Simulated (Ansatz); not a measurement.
Input and command of a calculation in Ansatz (plane waves; scalar-relativistic PAW potentials unless the input names others):

```yaml
crystal:
  lattice:
    - [4.952216593, 0.0, 0.0]
    - [-2.4761082965, 4.2887453746, 0.0]
    - [0.0, 0.0, 5.6688224979]
  atoms:
    - { symbol: Si, position: [0.0, 0.5, 0.3333333333] }
    - { symbol: Si, position: [0.5, 0.5, 0.6666666667] }
    - { symbol: Si, position: [0.5, 0.0, 0.0] }
    - { symbol: O, position: [0.5839605948, 0.7919802974, 0.8333333333] }
    - { symbol: O, position: [0.7919802974, 0.5839605948, 0.5] }
    - { symbol: O, position: [0.7919802974, 0.2080197026, 0.1666666667] }
    - { symbol: O, position: [0.4160394052, 0.2080197026, 0.8333333333] }
    - { symbol: O, position: [0.2080197026, 0.4160394052, 0.5] }
    - { symbol: O, position: [0.2080197026, 0.7919802974, 0.1666666667] }
basis:
  ecutwfc: 420
  ecutrho_ratio: 12
kpoints:
  mp_grid: { grid: [5, 5, 3] }
hamiltonian:
  xc: pbe
scf:
  occupations: { method: gaussian, width: 0.05 }
  mixing: { algorithm: msr1, beta: 0.05 }
output:
  forces: true
  eigenvalues: true
  stress: true
```

```bash
ansatz run input.yaml --threads 2 --pin off --max-ram 5120MiB --backend cpu --events-out ev --progress --plain --runs-dir out
```

Abridged log:
```
Basis set: ecut = 420 eV, 2377 PW (Γ), exchange–correlation on 120×120×144 points (8 copies of the dense FFT grid, shifted against one another)
Bands: 33, of which v1, the nominal top of the filled ones, is band 24 counted from 1 (23 counted from 0)
Symmetry: 12 space group operations
k-points: 10 of 75
SCF iter   1: F=—  HF=-5322.008938 eV  |F-HF|=—  |Δ(HF+E_count)|=         —  Δρ=1.59e-3  dr2=1.67e-3  ethr=1.77e-3  ⟨swp⟩=6.6  Hψ=1806  notcnv=0  defer=8
SCF iter   2: F=—  HF=-5322.009942 eV  |F-HF|=—  |Δ(HF+E_count)|=   1.00e-3  Δρ=1.42e-3  dr2=1.25e-3  ethr=3.47e-6  ⟨swp⟩=2.3  Hψ=573  notcnv=0  defer=15
SCF iter   3: F=—  HF=-5322.010196 eV  |F-HF|=—  |Δ(HF+E_count)|=   2.53e-4  Δρ=7.60e-4  dr2=3.25e-4  ethr=2.60e-6  ⟨swp⟩=2.0  Hψ=534  notcnv=0  defer=6
automatic band count: iteration 3 solves 32 bands in place of 33: the levels show a gap, and the empty bands left out lie too high to hold charge; the band table lists the bands solved (type scf.n_extra_bands for more)
SCF iter   4: F=—  HF=-5322.010394 eV  |F-HF|=—  |Δ(HF+E_count)|=   1.99e-4  Δρ=4.04e-4  dr2=7.11e-5  ethr=6.77e-7  ⟨swp⟩=2.0  Hψ=467  notcnv=0  defer=6
SCF iter   5: F=—  HF=-5322.010437 eV  |F-HF|=—  |Δ(HF+E_count)|=   4.25e-5  Δρ=1.50e-4  dr2=1.11e-5  ethr=1.48e-7  ⟨swp⟩=2.7  Hψ=582  notcnv=0  defer=6
SCF iter   6: F=—  HF=-5322.010437 eV  |F-HF|=—  |Δ(HF+E_count)|=   1.67e-7  Δρ=1.06e-4  dr2=5.53e-6  ethr=2.31e-8  ⟨swp⟩=1.0  Hψ=309  notcnv=0  defer=6
SCF iter   7: F=—  HF=-5322.010436 eV  |F-HF|=—  |Δ(HF+E_count)|=   6.79e-7  Δρ=7.63e-5  dr2=2.89e-6  ethr=1.15e-8  ⟨swp⟩=1.0  Hψ=309  notcnv=0  defer=6
SCF iter   8: F=—  HF=-5322.010436 eV  |F-HF|=—  |Δ(HF+E_count)|=   7.97e-7  Δρ=3.56e-5  dr2=6.02e-7  ethr=6.02e-9  ⟨swp⟩=1.1  Hψ=323  notcnv=0  defer=6
SCF iter   9: F=-5322.010435 eV  HF=-5322.010435 eV  |F-HF|=6.14e-9  |Δ(HF+E_count)|=   2.19e-7  Δρ=5.03e-6  dr2=1.34e-8  ethr=2.08e-10  ⟨swp⟩=7.9  Hψ=1438  notcnv=0
SCF 1 converged in 9 iterations: F = -5322.010435 eV  dr2 = 1.34e-8
SCF converged after 9 iterations
Free energy (F): -5322.010435 eV
Harris-Foulkes:  -5322.010435 eV  (|F-HF|=6.14e-9)
Internal energy: -5322.010435 eV  (E = F + TS)
E sigma→0 (E₀):  -5322.010435 eV
Fermi energy:    4.957573 eV
--- Forces (eV/Å), atoms counted from 1 ---
  atom   1  Si     0.00000000     0.00000000     0.00000000
  atom   2  Si     0.00000000     0.00000000     0.00000000
  atom   3  Si     0.00000000     0.00000000     0.00000000
  atom   4  O      0.35092131     0.20260451     0.00000000
  atom   5  O      0.00000000     0.40520903     0.00000000
  atom   6  O      0.35092131    -0.20260451     0.00000000
  atom   7  O     -0.35092131    -0.20260451     0.00000000
  atom   8  O      0.00000000    -0.40520903     0.00000000
  atom   9  O     -0.35092131     0.20260451     0.00000000
--- Stress (GPa, compression-positive) ---
        9.532357       0.000000       0.000000
        0.000000       9.532357       0.000000
        0.000000       0.000000       6.565804
  P = ⅓ Tr σ = 8.5435 GPa (85.435 kbar)
```

Apart from outputs and empty bands, the input differs from a reference run on usual settings in kpoints.mp_grid.grid: [6, 6, 4] → [5, 5, 3]; scf.mixing.algorithm: not typed → "msr1"; scf.mixing.beta: not typed → 0.05; basis.ecutrho_ratio: not typed → 12. The reference, at the same geometry (not necessarily relaxed), gave pressure 8.54 GPa, largest force 0.405 eV/Å, gap on the mesh 5.75 eV. This run converged in 9 SCF iterations (reference: 6) with an energy at zero smearing 0.02 meV/atom above the reference's, pressure 8.54 GPa, largest force 0.405 eV/Å, gap on the mesh 5.79 eV. Its k mesh is looser than usual, yet energy, pressure and forces hardly moved.

It took 3.2 s on 2 threads of Arm Neoverse V1 (shared host), peak memory 0.5 GiB.